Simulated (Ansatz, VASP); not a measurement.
## Two plane-wave programs on SiC

```xyz
4
Lattice="2.8939 0.0000 0.0000 -1.4469 2.5062 0.0000 0.0000 0.0000 5.7006" Properties=species:S:1:pos:R:3 pbc="T T T"
Si    0.0000    1.6708    0.0262
Si    1.4469    0.8354    2.8765
C     0.0000    1.6708    2.1685
C     1.4469    0.8354    5.0188
```

Alike in both runs: task single point; functional r2SCAN; k mesh 12 × 12 × 6; occupations gaussian, width 0.05 eV; no spin polarisation.

```csv
,VASP,Ansatz
version,VASP 6.6.1,Ansatz 0.2.0
potentials or method,"VASP PAW PBE potentials, release 64 (Si, C)","scalar-relativistic, plane waves, PAW"
plane-wave cutoff (eV),520,500
valence electrons in the cell,16,16
```

Ansatz gave:

- gap on the k mesh at the Fermi level (eV): 1.87
- least direct gap on the mesh (eV): 1.91
- pressure (GPa): 10.0
- largest component of the traceless stress (GPa): 61.97
- rms of the force components (eV/Å): 0.161

**Question.** Which values does VASP return?

**Answer.** gap on the k mesh at the Fermi level (eV): 1.86; least direct gap on the mesh (eV): 1.91; pressure (GPa): 9.8; largest component of the traceless stress (GPa): 62.37; rms of the force components (eV/Å): 0.155.

Atom by atom the forces differ by 0.006 eV/Å (rms over components).

Caveats: the PAW data sets were made with another functional, which shifts forces and pressure a little (VASP). r2SCAN opens gaps a little over a GGA but as a rule still falls short of measured ones. A k mesh can miss the band edges.
